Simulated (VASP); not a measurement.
# BaF2 (Frankdicksonite) (Fm-3m) in VASP: further runs

One crystal, BaF2 (Frankdicksonite), is run at these levels: PBE+D3(BJ); tasks: relaxation of cell and atoms, relaxation of the atoms.

All numbers are computed with VASP 6.6.1; they aren't measurements. Logs are shortened: lines on timing, memory, paths and dates and some standing lists are left out, and cuts for length are marked.

## 1. The structure

It takes space group Fm-3m (No. 225, cubic). The conventional cell has a = 6.200 Å, b = 6.200 Å, c = 6.200 Å, α = 90.00°, β = 90.00°, γ = 90.00°. Ba (site symmetry m-3m) has 8 F at 2.68 Å as nearest neighbours. Around F (site symmetry -43m) lie 4 Ba at 2.68 Å.

## 2. Relaxation of cell and atoms, PBE+D3(BJ)

Input file INCAR:

```
SYSTEM = BaF2
ALGO = Normal ; EDIFF = 1E-6
EDIFFG = -0.01 ; ENCUT = 600
GGA = PE ; IBRION = 2
ISIF = 3 ; ISMEAR = 0
IVDW = 12 ; LASPH = .True.
LCHARG = .False. ; LREAL = .False.
LWAVE = .False. ; NELM = 80
NSW = 90 ; PREC = Accurate
SIGMA = 0.03
```

Input file KPOINTS:

```
k-points
0
Gamma
  8 8 8
  0 0 0
```

Input file POSCAR:

```
BaF2
1.0
    0.0000000000      3.1000500000      3.1000500000
    3.1000500000      0.0000000000      3.1000500000
    3.1000500000      3.1000500000      0.0000000000
Ba F
1 2
Direct
    0.0000000000      0.0000000000      0.0000000000
    0.2500000000      0.2500000000      0.2500000000
    0.7500000000      0.7500000000      0.7500000000
```

Potentials or basis: VASP PAW PBE potentials, release 64 (Ba_sv, F).

The run is started by

```sh
$ cat potpaw_PBE.64/Ba_sv/POTCAR potpaw_PBE.64/F/POTCAR > POTCAR
$ mpirun -np 1 vasp_std > vasp.out
```

OUTCAR:

```text
SYSTEM = BaF2
   EDIFF = 1E-6
   EDIFFG = -0.01
   ENCUT = 600
   GGA = PE
   IBRION = 2
   ISIF = 3
   ISMEAR = 0
   IVDW = 12
   LASPH = .True.
   LREAL = .False.
   NELM = 80
   NSW = 90
   PREC = Accurate
 IVDW          = 12

 ion  position               nearest neighbor table
   1  0.000  0.000  0.000-   3 2.68   3 2.68   2 2.68   3 2.68   2 2.68   2 2.68   3 2.68   2 2.68

   2  0.250  0.250  0.250-   1 2.68   1 2.68   1 2.68   1 2.68
   3  0.750  0.750  0.750-   1 2.68   1 2.68   1 2.68   1 2.68

  LATTYP: Found a face centered cubic cell.
 ALAT       =     6.2001000000

  Lattice vectors:

 A1 = (   0.0000000000,   3.1000500000,   3.1000500000)
 A2 = (   3.1000500000,   0.0000000000,   3.1000500000)
 A3 = (   3.1000500000,   3.1000500000,   0.0000000000)

Analysis of symmetry for initial positions (statically):
=====================================================================
 Subroutine PRICEL returns:
 Original cell was already a primitive cell.

 Routine SETGRP: Setting up the symmetry group for a
 face centered cubic supercell.

 Subroutine GETGRP returns: Found 48 space group operations
 (whereof 48 operations were pure point group operations)
 out of a pool of 48 trial point group operations.

The static configuration has the point symmetry O_h .

Analysis of symmetry for dynamics (positions and initial velocities):
=====================================================================
 Subroutine PRICEL returns:
 Original cell was already a primitive cell.

 Routine SETGRP: Setting up the symmetry group for a
 face centered cubic supercell.

 Subroutine GETGRP returns: Found 48 space group operations
 (whereof 48 operations were pure point group operations)
 out of a pool of 48 trial point group operations.

The dynamic configuration has the point symmetry O_h .

 Subroutine INISYM returns: Found 48 space group operations
 (whereof 48 operations are pure point group operations),
 and found     1 'primitive' translations

----------------------------------------------------------------------------------------

                                     Primitive cell

  volume of cell :      59.5849

  direct lattice vectors                    reciprocal lattice vectors
     0.000000000  3.100050000  3.100050000    -0.161287721  0.161287721  0.161287721
     3.100050000  0.000000000  3.100050000     0.161287721 -0.161287721  0.161287721
[... 155 lines left out ...]
  energy-cutoff  :      600.00
  volume of cell :       59.58
      direct lattice vectors                 reciprocal lattice vectors
     0.000000000  3.100050000  3.100050000    -0.161287721  0.161287721  0.161287721
     3.100050000  0.000000000  3.100050000     0.161287721 -0.161287721  0.161287721
     3.100050000  3.100050000  0.000000000     0.161287721  0.161287721 -0.161287721

 POSITION                                       TOTAL-FORCE (eV/Angst)
 -----------------------------------------------------------------------------------
      0.00000      0.00000      0.00000         0.000000      0.000000     -0.000000
      1.55002      1.55002      1.55002        -0.000000     -0.000000     -0.000000
      4.65008      4.65008      4.65008         0.000000      0.000000      0.000000
 -----------------------------------------------------------------------------------
    total drift:                                0.000000      0.000000      0.000000

  FREE ENERGIE OF THE ION-ELECTRON SYSTEM (eV)
  ---------------------------------------------------
  free  energy   TOTEN  =       -17.5139746017 eV

  energy  without entropy=      -17.5139746017  energy(sigma->0) =      -17.51397460

--------------------------------------- Ionic step        2  -------------------------------------------

 number of electron      24.0000013 magnetization

 Free energy of the ion-electron system (eV)
  ---------------------------------------------------
  ext. energy  EPLUGINS =         0.00000000
  ---------------------------------------------------
  free energy    TOTEN  =       -17.12576799 eV

  energy without entropy =      -17.12576799  energy(sigma->0) =      -17.12576799

 E-fermi :  -1.9434     XC(G=0):  -8.6026

 val. band max:       -2.1593143565   @ k =  -0.2500   0.2500   0.0000
 cond. band min:       4.5120416533   @ k =   0.0000   0.0000   0.0000
 fundamental gap:      6.6713560098
 Fermi energy:        -1.9434366877

 k-point     1 :       0.0000    0.0000    0.0000
  band No.  band energies     occupation
      1     -25.3150      2.00000
      2     -21.0581      2.00000
      3     -21.0365      2.00000
      4     -10.1815      2.00000
      5     -10.1815      2.00000
      6     -10.1815      2.00000
[... 433 lines left out ...]
      3     -21.2018      2.00000
      4     -10.4433      2.00000
      5     -10.3087      2.00000
      6     -10.3072      2.00000
[... 8 lines left out ...]
     15       7.2467      0.00000
     16       7.9803      0.00000

 [... further k-points ...]

------------------------ aborting loop because EDIFF is reached ----------------------------------------

 Edisp (eV)   -0.39260

 E8    (eV) :    -0.1889

  FORCE on cell =-STRESS in cart. coord.  units (eV):
  Direction    XX          YY          ZZ          XY          YZ          ZX
  --------------------------------------------------------------------------------------
  -------------------------------------------------------------------------------------
  Total      -0.02439    -0.02439    -0.02439     0.00000    -0.00000     0.00000
  in kB      -0.64181    -0.64181    -0.64181     0.00000    -0.00000     0.00000
  external pressure =       -0.64 kB  Pullay stress =        0.00 kB

 VOLUME and BASIS-vectors are now :
 -----------------------------------------------------------------------------
  energy-cutoff  :      600.00
  volume of cell :       60.88
      direct lattice vectors                 reciprocal lattice vectors
     0.000000000  3.122340941  3.122340941    -0.160136260  0.160136260  0.160136260
     3.122340941 -0.000000000  3.122340941     0.160136260 -0.160136260  0.160136260
     3.122340941  3.122340941 -0.000000000     0.160136260  0.160136260 -0.160136260

 POSITION                                       TOTAL-FORCE (eV/Angst)
 -----------------------------------------------------------------------------------
      0.00000      3.12234      3.12234         0.000000     -0.000000     -0.000000
      1.56117      1.56117      1.56117        -0.000000     -0.000000     -0.000000
      4.68351      4.68351      4.68351         0.000000      0.000000      0.000000
 -----------------------------------------------------------------------------------
    total drift:                                0.000000      0.000000      0.000000

  FREE ENERGIE OF THE ION-ELECTRON SYSTEM (eV)
  ---------------------------------------------------
  free  energy   TOTEN  =       -17.5183687701 eV

  energy  without entropy=      -17.5183687701  energy(sigma->0) =      -17.51836877

 reached required accuracy - stopping structural energy minimisation
```

It took 45 s on 1 thread of Intel Xeon Platinum 8488C (Sapphire Rapids), shared host; peak memory 0.22 GiB.

Results:

```
Free energy                            : -17.5184 eV
Relaxed volume                         : 20.29 Å³/atom
Relaxed cell                           : a = 4.416 Å, b = 4.416 Å, c = 4.416 Å, α = 60.00°, β = 60.00°, γ = 60.00°
Space group after relaxing (to 0.05 Å) : Fm-3m (No. 225)
Energy gained by relaxing              : 1.5 meV/atom
Ionic steps                            : 2
Pressure after relaxing                : -0.1 GPa
Band gap on the k mesh                 : 6.67 eV, indirect (least direct gap 6.74 eV)
Dispersion energy per atom             : -0.131 eV
```

Step by step:
```tsv
step	energy change (eV)	largest force (eV/Å)	pressure (GPa)	volume (Å³)
1	0.0000	0.0000	1.20	59.58
2	-0.0044	0.0000	-0.06	60.88
```

Final structure:
```yaml
crystal:
  lattice:
    - [0.00000, 3.12234, 3.12234]
    - [3.12234, 0.00000, 3.12234]
    - [3.12234, 3.12234, 0.00000]
  atoms:
    - { symbol: Ba, position: [0.00000, 0.00000, 0.00000] }
    - { symbol: F, position: [0.25000, 0.25000, 0.25000] }
    - { symbol: F, position: [0.75000, 0.75000, 0.75000] }
```

Levels at points of the mesh, in eV from the valence-band top:
```
           k point  band 8  band 9  band 10  band 11  band 12  band 13  band 14  band 15  band 16
(0.00, 0.00, 0.00)   -1.43   -1.43    -0.07    -0.07    -0.07     6.67     9.10     9.10    11.22
(0.50, 0.00, 0.00)   -1.04   -0.64    -0.35    -0.17    -0.17     8.97     9.09     9.09     9.70
(0.50, 0.50, 0.00)   -0.34   -0.34    -0.33    -0.33    -0.11     7.21     8.89    10.53    11.77
```

Caveat: spin-orbit coupling is left out, which moves the levels of the heavy elements.

## 3. Relaxation of cell and atoms, PBE+D3(BJ)

This run uses another cell than the first one, of 20.29 Å³/atom, 1.022 times its volume.

INCAR, as its differences from that of step 2:

```diff
@@ -1,4 +1,4 @@
 SYSTEM = BaF2
-ALGO = Normal ; EDIFF = 1E-6
-EDIFFG = -0.01 ; ENCUT = 600
+ALGO = Normal ; EDIFF = 1E-7
+EDIFFG = -0.005 ; ENCUT = 600
 GGA = PE ; IBRION = 2
```

KPOINTS is that of step 2.

Input file POSCAR:

```
BaF2                                    
1.0
    0.0000000000      3.1223409409      3.1223409409
    3.1223409409     -0.0000000000      3.1223409409
    3.1223409409      3.1223409409     -0.0000000000
  Ba              F             
     1     2
Direct
     1.0000000000000000    0.0000000000000000    0.0000000000000000
     0.2500000000000000    0.2500000000000000    0.2500000000000000
     0.7500000000000000    0.7500000000000000    0.7500000000000000
```

Potentials or basis: VASP PAW PBE potentials, release 64 (Ba_sv, F).

The run is started by

```sh
$ cat potpaw_PBE.64/Ba_sv/POTCAR potpaw_PBE.64/F/POTCAR > POTCAR
$ mpirun -np 1 vasp_std > vasp.out
```

It took 43 s on 1 thread of Intel Xeon Platinum 8488C (Sapphire Rapids), shared host; peak memory 0.23 GiB.

It converged, with:

- Free energy: -17.5206 eV
- Relaxed volume: 20.26 Å³/atom
- Relaxed cell: a = 4.413 Å, b = 4.413 Å, c = 4.413 Å, α = 60.00°, β = 60.00°, γ = 60.00°
- Space group after relaxing (to 0.05 Å): Fm-3m (No. 225)
- Energy gained by relaxing: 0.0 meV/atom
- Ionic steps: 2
- Pressure after relaxing: 0.0 GPa
- Band gap on the k mesh: 6.68 eV, indirect (least direct gap 6.75 eV)
- Dispersion energy per atom: -0.131 eV

Final structure:
```
Ba F
1.0
     0.00000    3.12058    3.12058
     3.12058    0.00000    3.12058
     3.12058    3.12058    0.00000
Ba F
1 2
Cartesian
  3.1206 6.2412 3.1206
  1.5603 1.5603 1.5603
  4.6809 4.6809 4.6809
```

Levels at points of the mesh, in eV from the valence-band top:
| k point | band 10 | band 11 | band 12 | band 13 | band 14 | band 15 |
| --- | --- | --- | --- | --- | --- | --- |
| (0.00, 0.00, 0.00) | -0.07 | -0.07 | -0.07 | 6.68 | 9.11 | 9.11 |
| (0.50, 0.00, 0.00) | -0.35 | -0.17 | -0.17 | 8.98 | 9.10 | 9.10 |
| (0.50, 0.50, 0.00) | -0.33 | -0.33 | -0.11 | 7.21 | 8.90 | 10.54 |

Caveat: spin-orbit coupling is left out, which moves the levels of the heavy elements.

[end of part 1 of 2]
